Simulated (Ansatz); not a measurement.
# AlN in Ansatz: the effect of target pressure

AlN:

```
Al N
1.0
     3.11300    0.00000    0.00000
    -1.55650    2.69594    0.00000
     0.00000    0.00000    4.98100
Al N
2 2
Direct
  0.66667 0.33333 0.50000
  0.33333 0.66667 0.00000
  0.66667 0.33333 0.88000
  0.33333 0.66667 0.38000
```

Alike in all runs:

| Item | Value |
| --- | --- |
| Program | Ansatz 0.2.0 |
| Task | relaxation of cell and atoms |
| Functional | PBE |
| Potentials or basis | all-electron LAPW, scalar-relativistic |
| Basis error allowed | 0.002 eV/atom |
| k mesh | 10 × 10 × 6 |
| Occupations | fermi-dirac, width 0.05 eV |
| Spin | no spin polarisation |

Each run relaxes the cell or the atoms first.

```csv
target pressure,relaxed volume (Å³/atom),gap on the mesh (eV)
0 GPa,10.64,4.04
5 GPa,10.38,4.25
10 GPa,10.15,4.44
20 GPa,9.75,4.78
30 GPa,?,?
```

Problem. What does the run with target pressure 30 GPa give?

Solution. Relaxed volume 9.41 Å³/atom; gap on the mesh 5.07 eV.

Worked out: In Murnaghan's law V^(-B') rises as a straight line in P. The other rows fit best with B' = 3.7, V0 = 10.64 Å³/atom and B0 = 194 GPa, which gives 9.42 Å³/atom at 30 GPa, against the run's 9.41. A parabola through the other rows of the gap on the mesh, of slope 0.0246 eV per GPa there, extrapolates to 5.06 eV, against the run's 5.07.

A k mesh can miss the band edges.
